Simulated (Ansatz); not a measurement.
# Iridium, hcp under LDA: from relaxation to bulk modulus, part 2 of 2

What does LDA give for iridium in the hcp structure? We relax it, solve it on a dense k-mesh, switch on spin-orbit coupling, then scale the cell to 7 volumes from 88 to 112 % of the relaxed one and try a fit of the equation of state. The k-meshes are 13×13×7 for the relaxation; 22×22×12 for the dense run; 13×13×7 for spin-orbit coupling; 15×15×8 for the volumes.

Ansatz 0.2.0; DFT, LDA (PW92), plane waves (420 eV) with PAW, scalar-relativistic. The steps go on from the part before.

### Step 9. The cell scaled to 104 % of its volume

This is Ir in the hcp structure; at room conditions it is fcc.

File input.yaml:

```yaml
crystal:
  lattice:
    - [2.7408973918, 0.0, 0.0]
    - [-1.3704486959, 2.3736867705, 0.0]
    - [0.0, 0.0, 4.4488383875]
  atoms:
    - { symbol: Ir, position: [0.3333333333, 0.6666666667, 0.25] }
    - { symbol: Ir, position: [0.6666666667, 0.3333333333, 0.75] }
hamiltonian:
  xc: lda
  pseudopotentials:
    kind: paw
    azcp:
      Ir: "pseudopotentials/Ir.paw.azcp"
basis:
  ecutwfc: 420
  fft_grid_basis: typed
kpoints:
  mp_grid: { grid: [15, 15, 8], shift: [0, 0, 0] }
magnetization:
  spin_polarized: false
scf:
  occupations: { method: fermi_dirac, width: 0.1 }
  lower_state_search: "off"
output:
  stress: true
```

The log of the run (excerpt; [...] marks lines left out):

```text
Warning: <dir> the record states the generating functional pbe (its physics header spells it `PBE`), which answers neither for hamiltonian.xc's functional nor for the lda family's — results may be inconsistent (PPs are generated against a specific XC)
Warning: RAYON_NUM_THREADS=2 ignored (pool sized by the plan → 2); use --threads N
[...]
Pseudopotentials: kind: paw
Pseudopotential: Ir, paw, valence charge 17, recommended cutoff 420 eV (normal), <dir>
Functional definition: SPW92
[...]
Crystal: 2 atoms, lattice volume = 28.944 Å³
Basis set: ecut = 420 eV, 573 PW (Γ)
Bands: 21, of which v1, the nominal top of the filled ones, is band 17 counted from 1 (16 counted from 0)
Symmetry: 24 space group operations
Space group: P63/mmc (ITA 194), of the structure as read, at distance tolerance 3.1e-5 Å
k-points: 135 of 1800
[...]
SCF iter   1: F=—  HF=-23326.615863 eV  |F-HF|=—  |Δ(HF+E_count)|=         —  Δρ=9.54e-3  dr2=7.65e-3  ethr=1.77e-3  ⟨swp⟩=4.5  Hψ=10839  notcnv=0
[...]
SCF iter   6: F=-23326.617037 eV  HF=-23326.617037 eV  |F-HF|=5.09e-11  |Δ(HF+E_count)|=   3.39e-9  Δρ=9.07e-7  dr2=9.43e-11  ethr=3.71e-11  ⟨swp⟩=2.0  Hψ=8805  notcnv=0
[...]
SCF converged after 6 iterations
Free energy (F): -23326.617037 eV
[...]
E sigma→0 (E₀):  -23326.578014 eV
Entropy (-TS):   -0.078047 eV (-39.023 meV/atom)
Fermi energy:    24.856904 eV
[...]
--- Stress (GPa, compression-positive) ---
      -14.119236      -0.000000      -0.000000
       -0.000000     -14.119236      -0.000000
       -0.000000      -0.000000     -14.738306
  P = ⅓ Tr σ = -14.3256 GPa (-143.256 kbar)
```

Run time: 0.96 s. Hardware: 2 threads of Intel Xeon 6975P-C (Granite Rapids), shared host; peak memory 0.4 GiB.

### Step 10. The cell scaled to 108 % of its volume

input.yaml: that of step 9 with these lines changed.

```diff
@@ -2,5 +2,5 @@
   lattice:
-    - [2.7408973918, 0.0, 0.0]
-    - [-1.3704486959, 2.3736867705, 0.0]
-    - [0.0, 0.0, 4.4488383875]
+    - [2.775595979, 0.0, 0.0]
+    - [-1.3877979895, 2.4037366285, 0.0]
+    - [0.0, 0.0, 4.5051587764]
   atoms:
```

The log of the run (excerpt; [...] marks lines left out):

```text
Warning: <dir> the record states the generating functional pbe (its physics header spells it `PBE`), which answers neither for hamiltonian.xc's functional nor for the lda family's — results may be inconsistent (PPs are generated against a specific XC)
Warning: RAYON_NUM_THREADS=2 ignored (pool sized by the plan → 2); use --threads N
[...]
[... 3 set-up lines as earlier in the session ...]
[...]
Crystal: 2 atoms, lattice volume = 30.058 Å³
Basis set: ecut = 420 eV, 591 PW (Γ)
Bands: 21, of which v1, the nominal top of the filled ones, is band 17 counted from 1 (16 counted from 0)
[... 2 set-up lines as earlier in the session ...]
k-points: 135 of 1800
[...]
SCF iter   1: F=—  HF=-23326.476678 eV  |F-HF|=—  |Δ(HF+E_count)|=         —  Δρ=9.47e-3  dr2=8.63e-3  ethr=1.77e-3  ⟨swp⟩=4.5  Hψ=10834  notcnv=0
[...]
SCF iter   6: F=-23326.477425 eV  HF=-23326.477425 eV  |F-HF|=5.09e-11  |Δ(HF+E_count)|=   2.84e-9  Δρ=8.04e-7  dr2=8.05e-11  ethr=3.52e-11  ⟨swp⟩=2.0  Hψ=9129  notcnv=0
[...]
SCF converged after 6 iterations
Free energy (F): -23326.477425 eV
[...]
E sigma→0 (E₀):  -23326.435788 eV
Entropy (-TS):   -0.083274 eV (-41.637 meV/atom)
Fermi energy:    23.673588 eV
[...]
--- Stress (GPa, compression-positive) ---
      -25.132555      -0.000000       0.000000
       -0.000000     -25.132555       0.000000
        0.000000       0.000000     -25.943701
  P = ⅓ Tr σ = -25.4029 GPa (-254.029 kbar)
```

Run time: 1 s. Hardware: 2 threads of Intel Xeon 6975P-C (Granite Rapids), shared host; peak memory 0.39 GiB.

### Step 11. The cell scaled to 112 % of its volume

input.yaml: that of step 10 with these lines changed.

```diff
@@ -2,5 +2,5 @@
   lattice:
-    - [2.775595979, 0.0, 0.0]
-    - [-1.3877979895, 2.4037366285, 0.0]
-    - [0.0, 0.0, 4.5051587764]
+    - [2.8094480468, 0.0, 0.0]
+    - [-1.4047240234, 2.4330533791, 0.0]
+    - [0.0, 0.0, 4.5601051523]
   atoms:
@@ -26 +26,5 @@
   stress: true
+  write_density: true
+  write_potential: true
+  elf: true
+  volumetric_format: npy
```

The log of the run (excerpt; [...] marks lines left out):

```text
Warning: <dir> the record states the generating functional pbe (its physics header spells it `PBE`), which answers neither for hamiltonian.xc's functional nor for the lda family's — results may be inconsistent (PPs are generated against a specific XC)
Warning: RAYON_NUM_THREADS=2 ignored (pool sized by the plan → 2); use --threads N
[...]
[... 3 set-up lines as earlier in the session ...]
[...]
Crystal: 2 atoms, lattice volume = 31.171 Å³
Basis set: ecut = 420 eV, 603 PW (Γ)
Bands: 21, of which v1, the nominal top of the filled ones, is band 17 counted from 1 (16 counted from 0)
[... 2 set-up lines as earlier in the session ...]
k-points: 135 of 1800
[...]
SCF iter   1: F=—  HF=-23326.269405 eV  |F-HF|=—  |Δ(HF+E_count)|=         —  Δρ=9.42e-3  dr2=9.69e-3  ethr=1.77e-3  ⟨swp⟩=4.4  Hψ=10726  notcnv=0
[...]
SCF iter   6: F=-23326.269717 eV  HF=-23326.269717 eV  |F-HF|=3.71e-10  |Δ(HF+E_count)|=   5.77e-9  Δρ=2.10e-6  dr2=1.08e-9  ethr=9.38e-11  ⟨swp⟩=5.4  Hψ=15012  notcnv=0
[...]
SCF converged after 6 iterations
Free energy (F): -23326.269717 eV
[...]
E sigma→0 (E₀):  -23326.225394 eV
Entropy (-TS):   -0.088645 eV (-44.322 meV/atom)
Fermi energy:    22.573438 eV
[...]
--- Stress (GPa, compression-positive) ---
      -33.695806       0.000000       0.000000
        0.000000     -33.695806       0.000000
        0.000000       0.000000     -34.658941
  P = ⅓ Tr σ = -34.0169 GPa (-340.169 kbar)
--- Band table (eV; the first three rows and the last of 135) ---
  k-point 0: bands = ["-70.1849", "-70.1425", "-27.2397", "-26.7461", "-26.7461", "-26.6740", "-26.6630", "-26.6630", "12.3161", "15.3368", "19.1458", "19.2536", "19.2536", "19.8136", "19.8136", "20.5210", "20.5210", "22.0174", "22.8186", "22.8186", "28.7240"]
[...]
```

Run time: 1.4 s. Hardware: 2 threads of Intel Xeon 6975P-C (Granite Rapids), shared host; peak memory 0.41 GiB.

### Step 12. The equation of state

All volumes keep the relaxed shape and fractional coordinates.

| V (Å³/atom) | E − E₀ (meV/atom) | P from the stress (GPa) | P from the fit (GPa) |
| --- | --- | --- | --- |
| 12.246 | 316.5 | 69.89 | 69.72 |
| 12.802 | 127.4 | 40.79 | 40.44 |
| 13.359 | 28.2 | 17.87 | 17.50 |
| 13.916 | 0.0 | -0.16 | -0.52 |
| 14.472 | 27.4 | -14.33 | -14.67 |
| 15.029 | 98.5 | -25.40 | -25.78 |
| 15.585 | 203.7 | -34.02 | -34.49 |

A third-order Birch-Murnaghan fit gives V₀ = 13.898 Å³/atom, B₀ = 401 GPa and B₀′ = 5.0; it misses no point by more than 0.09 meV/atom.

Fit and stress differ a little: one follows E(σ → 0), the other the smeared free energy.

### Step 13. Outcome

The summary covers parts 1 to 2.

| quantity | value |
| --- | --- |
| space group (spins left aside) | P6_3/mmc (No. 194) |
| conventional cell | a = 2.705 Å, c = 4.391 Å (c/a = 1.623) |
| volume | 13.916 Å³/atom |
| shortest distance | 2.694 Å |
| gap on the mesh | none (levels filled in part) |
| relative to fcc | +84 meV/atom |
| V₀, B₀, B₀′ | 13.898 Å³/atom, 401 GPa, 5.0 |

**Reading.** From the guessed start the volume shrank by 1.7 % in 6 steps. Against the reference form of iridium (fcc, computed apart with the same settings) it stands 84 meV/atom higher. Levels at the Fermi energy are filled in part, as in a metal. Totals with and without spin-orbit coupling (-30.6 eV/atom apart) can't be read as binding, since the two-component data shift the zero of energy. B₀ comes out at 401 GPa, among the stiffest elements; letting shape and positions relax at each volume could only lower it. Relaxation kept the symmetry; phonons were not checked.
